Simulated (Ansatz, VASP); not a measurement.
## One calculation of LiH, two programs

INCAR

```
PREC     = Accurate       # precision mode
ENCUT    = 520            # plane-wave cutoff, eV
EDIFF    = 1E-6           # SCF threshold, eV
ISMEAR   = 0              # smearing method
SIGMA    = 0.05           # smearing width, eV
LREAL    = False          # projectors in reciprocal space
LASPH    = True           # aspherical terms in the spheres
NELM     = 60             # most SCF steps
ALGO     = Normal         # electronic algorithm
ISIF     = 2              # what is computed and relaxed
LWAVE    = False          # write WAVECAR
LCHARG   = False          # write CHGCAR
GGA      = PS             # functional
NBANDS   = 9              # bands
```

File KPOINTS:

```
Automatic mesh
0
Gamma
  10 10 10
```

File POSCAR:

```
LiH
1.0
    0.0000000000      2.1138000000      1.9512000000
    2.1138000000      0.0000000000      1.9512000000
    2.1138000000      2.1138000000      0.0000000000
Li H
1 1
Direct
    0.0000000000      0.0000000000      0.0000000000
    0.5000000000      0.5000000000      0.5000000000
```

Input for Ansatz:

```yaml
crystal:
  lattice:
    - [0.0, 2.1138, 1.9512]
    - [2.1138, 0.0, 1.9512]
    - [2.1138, 2.1138, 0.0]
  atoms:
    - { symbol: Li, position: [0.0, 0.0, 0.0] }
    - { symbol: H, position: [0.5, 0.5, 0.5] }
basis:
  ecutwfc: 420
kpoints:
  mp_grid: { grid: [10, 10, 10] }
hamiltonian:
  xc: pbesol
scf:
  occupations: { method: gaussian, width: 0.05 }
output:
  forces: true
  stress: true
  eigenvalues: true
```

Change from the starting cell: strain +0.040 along x and y, -0.040 along z, atoms carried along.

Alike in both runs: task single point; functional PBEsol; k mesh 10 × 10 × 10; occupations gaussian, width 0.05 eV; no spin polarisation.

```csv
,VASP,Ansatz
version,VASP 6.6.1,Ansatz 0.2.0
potentials or method,"VASP PAW PBE potentials, release 64 (Li_sv, H)","scalar-relativistic, plane waves, PAW"
plane-wave cutoff (eV),520,420
valence electrons in the cell,4,4
```

|  | VASP | Ansatz | Ansatz less VASP |
| --- | --- | --- | --- |
| gap on the k mesh at the Fermi level (eV) | 2.10 | 2.10 | +0.001 |
| least direct gap on the mesh (eV) | 2.68 | 2.68 | +0.004 |

 A k mesh can miss the band edges.
